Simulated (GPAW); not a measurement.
Runs of GPAW 26.7.0 on HfB2. The structure is hexagonal, space group P6/mmm (No. 191). Conventional cell: a = 3.140 Å, b = 3.140 Å, c = 3.480 Å, α = 90.00°, β = 90.00°, γ = 120.00°. Around Hf (site symmetry 6/mmm) lie 12 B at 2.51 Å. B (site symmetry -6m2) is surrounded by 3 B at 1.81 Å. 

```tsv
task	level	potentials or basis	U	cell	k mesh	cutoff (eV)	smearing	eigensolver	band path	band points	optimizer	fmax	grid spacing	gap on the mesh (eV)	pressure (GPa)
electron localisation function	LDA+U	the program's PAW data sets (release 1.2.1) made for this functional, pw	Hf d U = 4 eV	as given	10 × 10 × 8	800	improved-tetrahedron-method	-	-	-	-	-	-	none	1.7
band structure	BLYP	PAW data sets generated in the run's folder for this functional, pw	-	as given	10 × 10 × 8	800	fermi-dirac 0.05 eV	davidson	GMKGALHA,LM,KH	80	-	-	-	-	7.8
relaxation of cell and atoms	PBEsol+D4	PAW data sets generated in the run's folder for this functional, pw	-	relaxed	7 × 7 × 6	800	fermi-dirac 0.05 eV	-	-	-	BFGS	0.02 eV/Å	-	none	-0.1
single point	PBE	GPAW PAW data sets (gpaw-data 1.2.1), pw	-	as given	10 × 10 × 8	800	gaussian 0.018 eV	-	-	-	-	-	-	none	2.1
single point	PBE	GPAW PAW data sets (gpaw-data 1.2.1), pw	-	as given	10 × 10 × 8	800	gaussian 0.019 eV	-	-	-	-	-	-	none	2.1
single point	LDA+U	the program's PAW data sets (release 1.2.1) made for this functional, pw	Hf d U = 5 eV	as given	10 × 10 × 8	800	fermi-dirac 0.05 eV	-	-	-	-	-	-	none	5.1
single point	RPBE	the program's PAW data sets (release 1.2.1) made for this functional, pw	-	as given	10 × 10 × 8	800	gaussian 0.05 eV	-	-	-	-	-	-	none	(a)
phonons	LDA	the program's PAW data sets (release 1.2.1) made for this functional, fd	-	atoms relaxed	10 × 10 × 8	-	fermi-dirac 0.05 eV	-	-	-	-	-	0.16 Å	none	-
```

Alike in all rows: no spin polarisation.

Q: Estimate the missing entries.

A: (a) 6.6.

Caveats: U without spin polarisation on a metal has little footing (some runs); the U is typed as a test and isn't derived for this compound (some runs); later steps reuse the first step's grids (some runs); pairwise dispersion overbinds metals, which lowers pressure and volume (some runs); the real-space grid adds noise to forces (some runs).

A k mesh can miss the band edges, and the runs leave out spin-orbit coupling on Hf.

A gap of «none» marks a metal or a gap under the smearing width.

Not every run made on this cell is shown here.
